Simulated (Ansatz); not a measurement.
Molecular dynamics on a 2×2×1 supercell (12 atoms) of PtTe2 (CdI2 type), relaxed with r2SCAN+rVV10. Forces come from PBEsol in the PAW code Ansatz: a Nosé-Hoover thermostat at fixed volume, 600 K, steps of 1.5 fs. Spin polarisation is off, nuclei are classical, and the run is far too short for thermal averages.

```yaml
crystal:
  lattice:
    - [8.0763540983, -1.0e-10, 0.0]
    - [-4.0381770491, 6.9943278191, 0.0]
    - [0.0, 0.0, 5.3109615727]
  atoms:
    - { symbol: Pt, position: [0.0, 0.0, 0.0] }
    - { symbol: Te, position: [0.1666666667, 0.3333333333, 0.2568463256] }
    - { symbol: Te, position: [0.3333333333, 0.1666666667, 0.7431536744] }
    - { symbol: Pt, position: [0.0, 0.5, 0.0] }
    - { symbol: Te, position: [0.1666666667, 0.8333333333, 0.2568463256] }
    - { symbol: Te, position: [0.3333333333, 0.6666666667, 0.7431536744] }
    - { symbol: Pt, position: [0.5, 0.0, 0.0] }
    - { symbol: Te, position: [0.6666666667, 0.3333333333, 0.2568463256] }
    - { symbol: Te, position: [0.8333333333, 0.1666666667, 0.7431536744] }
    - { symbol: Pt, position: [0.5, 0.5, 0.0] }
    - { symbol: Te, position: [0.6666666667, 0.8333333333, 0.2568463256] }
    - { symbol: Te, position: [0.8333333333, 0.6666666667, 0.7431536744] }
kpoints:
  mp_grid: { grid: [3, 3, 4] }
hamiltonian:
  xc: pbesol
scf:
  occupations: { method: fermi_dirac, width: 0.052 }
md:
  ensemble: nvt_nose_hoover
  temperature: 600
  timestep: 1.5
  n_steps: 40
  initial_velocities: maxwell_boltzmann
  seed: 2895
```

Command: `ansatz run input.yaml --threads 4 --pin off --max-ram 3686MiB --backend cpu --events-out ev --progress --plain --runs-dir out`. It ended after 7.7 min on 4 threads of Arm Neoverse V1 (shared host); peak host memory 1.6 GiB.

```csv
step,t (fs),T (K),free energy F from step 0 (meV/atom),kinetic energy (meV/atom),largest force (eV/Å)
0,0,600,0.0,71.1,0.05
1,1.5,599,0.1,71.0,0.11
2,3,597,0.3,70.8,0.21
3,4.5,594,0.7,70.3,0.31
4,6,589,1.4,69.7,0.41
5,7.5,582,2.2,68.9,0.51
6,9,574,3.1,68.0,0.61
7,10.5,564,4.3,66.9,0.70
8,12,553,5.5,65.6,0.79
9,13.5,541,7.0,64.1,0.88
10,15,528,8.5,62.6,0.97
11,16.5,514,10.2,60.9,1.06
12,18,499,12.0,59.1,1.14
13,19.5,483,14.0,57.2,1.22
14,21,466,16.0,55.2,1.30
15,22.5,449,18.0,53.2,1.37
16,24,431,20.2,51.1,1.44
17,25.5,413,22.4,48.9,1.51
18,27,395,24.6,46.8,1.57
19,28.5,376,26.8,44.6,1.63
20,30,358,29.1,42.4,1.69
21,31.5,339,31.3,40.2,1.75
22,33,321,33.6,38.0,1.79
23,34.5,303,35.8,35.9,1.84
24,36,286,37.9,33.8,1.88
25,37.5,269,40.0,31.8,1.92
26,39,252,42.0,29.9,1.95
27,40.5,237,43.9,28.1,1.97
28,42,222,45.7,26.3,2.00
29,43.5,208,47.5,24.7,2.01
30,45,196,49.1,23.2,2.03
31,46.5,184,50.6,21.8,2.04
32,48,173,51.9,20.5,2.04
```

The temperature goes from 600 K to 173 K in 48 fs. The thermostat hasn't had time to restore it. The atoms start on their lattice sites with kinetic energy alone, so much of it first passes into potential energy. By the last step the atoms have moved 0.12 Å in the root mean square, the drift of the whole cell taken out, 0.17 Å at most. The job's limit cut the run after 32 of 40 steps.

Positions (Å) and forces (eV/Å) at step 32:
```
Pt   0.150   0.056  -0.050    -1.872   0.153   0.793
Te   0.048   2.478   1.398    -0.744  -0.788  -0.209
Te   2.093   1.166   3.995     0.487   0.120  -0.775
Pt  -2.100   3.504  -0.064     0.618  -0.168   0.671
Te  -2.116   5.787   1.264     0.971  -0.064   0.754
Te  -0.027   4.676   3.849     0.253  -0.342   0.309
Pt   4.057  -0.094   0.010    -0.218   0.809   0.059
Te   3.974   2.330   1.351     0.434  -0.403   0.231
Te   6.135   1.161   4.067    -0.367  -0.191  -0.630
Pt   2.025   3.450  -0.003    -0.334   1.002  -0.044
Te   1.926   5.808   1.439     0.700  -0.063  -0.209
Te   3.974   4.692   4.045     0.072  -0.066  -0.950
```
